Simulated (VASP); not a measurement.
A run of VASP 6.6.1 is set up as follows.

Contents of INCAR:

```
SYSTEM = Al
PREC = Accurate
ENCUT = 520
EDIFF = 1E-8
ISMEAR = 0
SIGMA = 0.1
LREAL = .False.
LASPH = .True.
NELM = 80
ALGO = Normal
ISIF = 3
LWAVE = .False.
LCHARG = .False.
GGA = CA
IBRION = 6
NFREE = 2
POTIM = 0.015
NSW = 1
```

Contents of KPOINTS:

```
regular mesh
0
Gamma
  18 18 18
  0 0 0
```

Contents of POSCAR:

```
Al                                      
1.0
    0.0000000000      1.9923467079      1.9923467079
    1.9923467079      0.0000000000      1.9923467079
    1.9923467079      1.9923467079      0.0000000000
  Al            
     1
Direct
     0.0000000000000000    0.0000000000000000    0.0000000000000000
```

Potentials or basis: VASP PAW LDA potentials, release 64 (Al).

Command:

```console
$ cat potpaw_LDA.64/Al/POTCAR > POTCAR
$ mpirun -np 1 vasp_std > vasp.out
```

Problem. Predict the Voigt bulk modulus.

Solution. 85 GPa.

Problem. Predict the elastic constants C11, C12, C44.

Solution. 89, 83, 5 GPa.

Clamped-ion elastic tensor (GPa):
```
89 83 83  0  0  0
83 89 83  0  0  0
83 83 89  0  0  0
 0  0  0  5  0  0
 0  0  0  0  5  0
 0  0  0  0  0  5
```

Caveat: elastic constants of metals need much finer meshes, so these are rough.
